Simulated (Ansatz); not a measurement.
MgS in the rocksalt structure, relaxed with r2SCAN in Ansatz. Space group Fm-3m (No. 225), cubic; a = 5.203 Å in the conventional setting, 17.61 Å³ an atom. Mg has 6 S at 2.60 Å; S has 6 Mg at 2.60 Å.

The axes x, y and z are those of this cell:
```xyz
2
Lattice="0.0000 2.6015 2.6015 2.6015 0.0000 2.6015 2.6015 2.6015 0.0000" Properties=species:S:1:pos:R:3 pbc="T T T"
Mg    0.0000    0.0000    0.0000
S     2.6015    2.6015    2.6015
```

Unstrained: The PBE gap is indirect, 2.790 eV (Γ to X), below the direct gap of 3.723 eV at Γ. With r2SCAN the valence top lies at Γ and the conduction bottom at X, 3.463 eV higher; the smallest vertical gap, at Γ, is 4.642 eV. The HSE06 gap is indirect, 3.804 eV (Γ to X), below the direct gap of 4.827 eV at Γ. Meshes: PBE 8×8×8, r2SCAN 8×8×8, HSE06 6×6×6. Strains are changes of length per length, and xy shears are angles. After each strain the atoms were relaxed again with r2SCAN within the symmetry that the strain leaves, so tilts or polar shifts that break it weren't tested; points keep the names that they have in the unstrained zone. The values are computed, spin-unpolarised, and not measurements.

Q: Apply xy shear, engineering strain (angle) -5.86 %. How far does the gap move, against the unstrained cell?

A: PBE: the gap goes from 2.790 to 2.384 eV (-0.406 eV); with r2SCAN the top three valence levels at Γ, degenerate before, become 1+1+1 from the top over 557 meV. r2SCAN: the gap goes from 3.463 to 3.024 eV (-0.439 eV). HSE06: the gap goes from 3.804 to 3.373 eV (-0.431 eV). The r2SCAN energy rises by 11.4 meV an atom.

Q: Apply uniaxial +1.85 % along x, other directions held. How far does the gap move, against the unstrained cell?

A: PBE: the gap goes from 2.790 to 2.672 eV (-0.118 eV); with r2SCAN the top three valence levels at Γ, degenerate before, become 1+2 from the top over 77 meV. r2SCAN: the gap goes from 3.463 to 3.343 eV (-0.120 eV). HSE06: the gap goes from 3.804 to 3.672 eV (-0.132 eV). The r2SCAN energy rises by 2.6 meV an atom.

Q: Estimate what epitaxial -1.54 % in the plane normal to [111], free normal strain +0.77 % does to the gap.

A: PBE: the gap goes from 2.790 to 2.755 eV (-0.035 eV); with r2SCAN the top three valence levels at Γ, degenerate before, become 2+1 from the top over 231 meV. r2SCAN: the gap goes from 3.463 to 3.422 eV (-0.041 eV). HSE06: the gap goes from 3.804 to 3.771 eV (-0.033 eV). The r2SCAN energy rises by 4.9 meV an atom.

The meshes of the hybrids are coarse, so their gaps aren't converged to the digits shown.

The splittings at Γ are without spin-orbit coupling, which regroups them where it is of like size or larger.
